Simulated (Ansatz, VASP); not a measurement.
Given: the input of a run of VASP 6.6.1 on TePb.

File INCAR:

```
PREC = Accurate
ENCUT = 520
EDIFF = 1E-7
ISMEAR = 0
SIGMA = 0.027000000000000003
LREAL = F
LASPH = T
NELM = 100
ALGO = Normal
ISIF = 2
LWAVE = F
LCHARG = F
GGA = PE
NBANDS = 17
```

KPOINTS

```
Automatic mesh
0
Gamma
  7 7 7
```

The input POSCAR:

```
TePb
1.0
    4.0022870000      0.0000000000      0.0000000000
    0.0000000000      4.0022870000      0.0000000000
    0.0000000000      0.0000000000      4.0022870000
Pb Te
1 1
Direct
    0.0000000000      0.0000000000      0.0000000000
    0.5000000000      0.5000000000      0.5000000000
```

Potentials or basis: VASP PAW PBE potentials, release 64 (Pb_d, Te).

The run is started by

```sh
$ cat potpaw_PBE.64/Pb_d/POTCAR potpaw_PBE.64/Te/POTCAR > POTCAR
$ mpirun -np 1 vasp_std > vasp.out
```

**Question.** Set up the same calculation for Ansatz 0.2.0. Potentials there: all-electron LAPW, scalar-relativistic.

**Answer.** As run (the cutoff follows the program's own potentials):

The input input.yaml:

```yaml
crystal:
  lattice:
    - [4.002287, 0.0, 0.0]
    - [0.0, 4.002287, 0.0]
    - [0.0, 0.0, 4.002287]
  atoms:
    - { symbol: Pb, position: [0.0, 0.0, 0.0] }
    - { symbol: Te, position: [0.5, 0.5, 0.5] }
kpoints:
  mp_grid: { grid: [7, 7, 7] }
scf:
  occupations: { method: gaussian, width: 0.027 }
hamiltonian:
  xc: pbe
  pseudopotentials: { kind: all_electron, lapw: { basis_error: 0.001 } }
output:
  forces: true
  stress: true
  eigenvalues: true
```

Potentials or basis: all-electron LAPW, scalar-relativistic.

Run with:

```console
$ ansatz run input.yaml --threads 1 --pin off --max-ram 3072MiB --backend cpu --events-out ev --progress --plain --runs-dir out
```

Both were run:

|  | VASP | Ansatz | Ansatz less VASP |
| --- | --- | --- | --- |
| gap on the k mesh at the Fermi level (eV) | none | none | - |
| pressure (GPa) | 0.0 | 0.1 | +0.06 |

A gap of «none» marks a metal or a gap that the smearing closes. Ansatz ran all-electron here, so the differences hold the error of VASP's frozen core and of both bases.

The runs have no spin-orbit coupling, so splittings on Pb, Te are missing.
